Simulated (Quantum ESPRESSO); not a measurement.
# Sn (P-1) in Quantum ESPRESSO: reference runs

Aim: a first look at Sn with PBE, on the cell as given.

Everything below comes from runs of Quantum ESPRESSO 7.5. Logs are shortened: lines on timing, memory, paths and dates and some standing lists are left out, and cuts for length are marked.

## Step 1: The structure

The typed cell holds 2 atoms: a = 3.282 Å, b = 3.282 Å, c = 5.359 Å, α = 90.00°, β = 90.00°, γ = 109.47°.

## Step 2: Single point, PBE

File pw.in:

```
&CONTROL
  calculation = 'scf'
  prefix = 'pwscf'
  outdir = './tmp'
  pseudo_dir = './pseudo'
  tprnfor = .true.
  tstress = .true.
  disk_io = 'nowf'
/
&SYSTEM
  ibrav = 0
  nat = 2
  ntyp = 1
  ecutwfc = 60
  ecutrho = 480
  nbnd = 21
  occupations = 'smearing'
  smearing = 'fd'
  degauss = 0.00367493
/
&ELECTRONS
  conv_thr = 4d-10
  electron_maxstep = 120
  mixing_beta = 0.5
/
ATOMIC_SPECIES
Sn   118.7100 Sn_pbe_v1.uspp.F.UPF
CELL_PARAMETERS angstrom
  -1.8946518200    1.8946518200    1.8946518200
   1.8946518200   -1.8946518200    1.8946518200
   3.7893036400    3.7893036400    0.0000000000
ATOMIC_POSITIONS crystal
Sn     0.8076080800    0.9593421800    0.9443947300
Sn     0.6923919200    0.5406578200    0.5556052700
K_POINTS automatic
9 9 5 0 0 0
```

Potentials or basis: SSSP 1.3 efficiency PBE.

Launch:

```sh
$ OMP_NUM_THREADS=1 pw.x -in pw.in > pw.out
```

pw.out:

```text
This program is part of the open-source Quantum ESPRESSO suite
     for quantum simulation of materials; please cite
         "P. Giannozzi et al., J. Phys.:Condens. Matter 21 395502 (2009);
         "P. Giannozzi et al., J. Phys.:Condens. Matter 29 465901 (2017);
         "P. Giannozzi et al., J. Chem. Phys. 152 154105 (2020);
     in publications or presentations arising from this work. More details at

     Message from routine setup:
     using ibrav=0 with symmetry is DISCOURAGED, use correct ibrav instead

     G-vector sticks info
     --------------------
     sticks:   dense  smooth     PW     G-vecs:    dense   smooth      PW
     Sum        1383     693    213                65161    23033    3911

     Using Slab Decomposition

     bravais-lattice index     =            0
     lattice parameter (alat)  =       6.2014  a.u.
     unit-cell volume          =     367.1765 (a.u.)^3
     number of atoms/cell      =            2
     number of atomic types    =            1
     number of electrons       =        28.00
     number of Kohn-Sham states=           21
     kinetic-energy cutoff     =      60.0000  Ry
     charge density cutoff     =     480.0000  Ry
     scf convergence threshold =      4.0E-10
     mixing beta               =       0.5000
     number of iterations used =            8  plain     mixing
     Exchange-correlation= SLA  PW   PBE  PBE
                           (   1   4   3   4   0   0   0)

     celldm(1)=   6.201388  celldm(2)=   0.000000  celldm(3)=   0.000000
     celldm(4)=   0.000000  celldm(5)=   0.000000  celldm(6)=   0.000000

     crystal axes: (cart. coord. in units of alat)
               a(1) = (  -0.577350   0.577350   0.577350 )
               a(2) = (   0.577350  -0.577350   0.577350 )
               a(3) = (   1.154701   1.154701   0.000000 )

     reciprocal axes: (cart. coord. in units 2 pi/alat)
               b(1) = ( -0.433013  0.433013  0.866025 )
               b(2) = (  0.433013 -0.433013  0.866025 )
               b(3) = (  0.433013  0.433013  0.000000 )

     PseudoPot. # 1 for Sn read from file:
     Sn_pbe_v1.uspp.F.UPF
     Pseudo is Ultrasoft + core correction, Zval = 14.0
     Generated by new atomic code, or converted to UPF format
     Using radial grid of  891 points,  6 beta functions with:
                l(1) =   0
                l(2) =   0
                l(3) =   1
                l(4) =   1
                l(5) =   2
                l(6) =   2
     Q(r) pseudized with  6 coefficients,  rinner =    1.200   1.200   1.200
                                                       1.200   1.200

     atomic species   valence    mass     pseudopotential
     Sn               14.00   118.71000     Sn( 1.00)

      2 Sym. Ops., with inversion, found ( 1 have fractional translation)

   Cartesian axes

     site n.     atom                  positions (alat units)
         1        Sn     tau(   1) = (   1.1780968   1.0028894   1.0201492  )
         2        Sn     tau(   2) = (   0.5539540   0.7291614   0.7119016  )

     number of k points=   203  Fermi-Dirac smearing, width (Ry)=  0.0037

     Number of k-points >= 100: set verbosity='high' to print them.

     Dense  grid:    65161 G-vectors     FFT dimensions: (  48,  48,  72)

     Smooth grid:    23033 G-vectors     FFT dimensions: (  32,  32,  50)

     Initial potential from superposition of free atoms

     starting charge      25.9999, renormalised to      28.0000
     Starting wfcs are   18 randomized atomic wfcs +    3 random wfcs

     Self-consistent Calculation

     iteration #  1     ecut=    60.00 Ry     beta= 0.50
     Davidson diagonalization with overlap
     ethr =  1.00E-02,  avg # of iterations =  6.0

     total energy              =    -325.85203254 Ry
     estimated scf accuracy    <       2.25920954 Ry

     iteration #  2     ecut=    60.00 Ry     beta= 0.50
     Davidson diagonalization with overlap
     ethr =  8.07E-03,  avg # of iterations =  2.0

     total energy              =    -326.35818851 Ry
     estimated scf accuracy    <       0.06346351 Ry

     iteration #  3     ecut=    60.00 Ry     beta= 0.50
     Davidson diagonalization with overlap
     ethr =  2.27E-04,  avg # of iterations =  2.5

     total energy              =    -326.37442613 Ry
     estimated scf accuracy    <       0.01175959 Ry

     iteration #  4     ecut=    60.00 Ry     beta= 0.50
     Davidson diagonalization with overlap
     ethr =  4.20E-05,  avg # of iterations =  3.1

     total energy              =    -326.37587080 Ry
     estimated scf accuracy    <       0.00113484 Ry

     iteration #  5     ecut=    60.00 Ry     beta= 0.50
     Davidson diagonalization with overlap
     ethr =  4.05E-06,  avg # of iterations =  3.4

     total energy              =    -326.37592035 Ry
     estimated scf accuracy    <       0.00001898 Ry

     iteration #  6     ecut=    60.00 Ry     beta= 0.50
     Davidson diagonalization with overlap
     ethr =  6.78E-08,  avg # of iterations =  3.0

     total energy              =    -326.37592695 Ry
     estimated scf accuracy    <       0.00000117 Ry

     iteration #  7     ecut=    60.00 Ry     beta= 0.50
     Davidson diagonalization with overlap
     ethr =  4.19E-09,  avg # of iterations =  2.0

     total energy              =    -326.37592716 Ry
     estimated scf accuracy    <       0.00000003 Ry

     iteration #  8     ecut=    60.00 Ry     beta= 0.50
     Davidson diagonalization with overlap
     ethr =  1.22E-10,  avg # of iterations =  2.6

     total energy              =    -326.37592717 Ry
     estimated scf accuracy    <          9.8E-10 Ry

     iteration #  9     ecut=    60.00 Ry     beta= 0.50
     Davidson diagonalization with overlap
     ethr =  3.52E-12,  avg # of iterations =  2.1

     End of self-consistent calculation

     Number of k-points >= 100: set verbosity='high' to print the bands.

     the Fermi energy is    10.7981 ev

!    total energy              =    -326.37592717 Ry
     estimated scf accuracy    <          1.2E-10 Ry
     smearing contrib. (-TS)   =      -0.00062799 Ry
     internal energy E=F+TS    =    -326.37529918 Ry

     The total energy is F=E-TS. E is the sum of the following terms:
     one-electron contribution =    -124.30143637 Ry
     hartree contribution      =      82.75433360 Ry
     xc contribution           =     -95.27665536 Ry
     ewald contribution        =    -189.55154105 Ry

     convergence has been achieved in   9 iterations

     Forces acting on atoms (cartesian axes, Ry/au):

     atom    1 type  1   force =     0.16821637    0.11069435    0.06682682
     atom    2 type  1   force =    -0.16821637   -0.11069435   -0.06682682

     Total force =     0.300053     Total SCF correction =     0.000038

     Computing stress (Cartesian axis) and pressure

          total   stress  (Ry/bohr**3)                   (kbar)     P=      144.39
   0.00170717   0.00064605   0.00089267          251.13       95.04      131.32
   0.00064605   0.00073120   0.00018439           95.04      107.56       27.13
   0.00089267   0.00018439   0.00050617          131.32       27.13       74.46

=------------------------------------------------------------------------------=
   JOB DONE.
=------------------------------------------------------------------------------=
```

Run time: 1.7 min. Hardware: 1 thread of Intel Xeon Platinum 8488C (Sapphire Rapids), shared host; peak memory 0.44 GiB.

What came out:

* Free energy: -4440.5707 eV
* Pressure: 14.4 GPa
* Largest force: 5.455 eV/Å
* Band gap on the k mesh: none (metal or under the smearing width)

Forces on the atoms (eV/Å):
```
Sn   4.325  2.846  1.718
Sn  -4.325 -2.846 -1.718
```

Caveat: forces of over 1 eV/Å show positions far from the minimum, so gaps and moduli don't describe the material at rest.
